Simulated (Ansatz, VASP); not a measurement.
One calculation of Ag, two programs

The input INCAR:

```
PREC = Accurate
ENCUT = 520
EDIFF = 1E-6
ISMEAR = -1
SIGMA = 0.1
LREAL = False
LASPH = True
NELM = 80
ALGO = Normal
ISIF = 2
LWAVE = False
LCHARG = False
GGA = PE
NBANDS = 12
```

Contents of KPOINTS:

```
Automatic mesh
0
Gamma
  13 13 13
```

Contents of POSCAR:

```
Ag
1.0
    2.7521713490      0.0000000000      0.0000000000
    0.0000000000      2.7521713490      0.0000000000
    0.0000000000      0.0000000000      2.7521713490
Ag
1
Direct
    0.0000000000      0.0000000000      0.0000000000
```

Input for Ansatz:

```yaml
crystal:
  lattice:
    - [2.752171349, 0.0, 0.0]
    - [0.0, 2.752171349, 0.0]
    - [0.0, 0.0, 2.752171349]
  atoms:
    - { symbol: Ag, position: [0.0, 0.0, 0.0] }
hamiltonian:
  xc: pbe
  pseudopotentials:
    kind: paw
    azcp:
      Ag: "pseudopotentials/Ag.paw.azcp"
basis:
  ecutwfc: 420
  fft_grid_basis: typed
kpoints:
  mp_grid: { grid: [13, 13, 13], shift: [0, 0, 0] }
magnetization:
  spin_polarized: false
scf:
  occupations: { method: fermi_dirac, width: 0.1 }
  lower_state_search: "off"
output:
  stress: true
```

Alike in both runs: task single point; functional PBE; k mesh 13 × 13 × 13; occupations fermi-dirac, width 0.1 eV; no spin polarisation.

|  | VASP | Ansatz |
| --- | --- | --- |
| version | VASP 6.6.1 | Ansatz 0.2.0 |
| potentials or method | VASP PAW PBE potentials, release 64 (Ag) | plane waves (420 eV) with PAW, scalar-relativistic |
| plane-wave cutoff (eV) | 520 | 420 |
| valence electrons in the cell | 11 | 19 |

```tsv
	VASP	Ansatz	Ansatz less VASP
pressure (GPa)	-0.2	-0.1	+0.10
```

The two sets of potentials don't hold the same shells in valence.
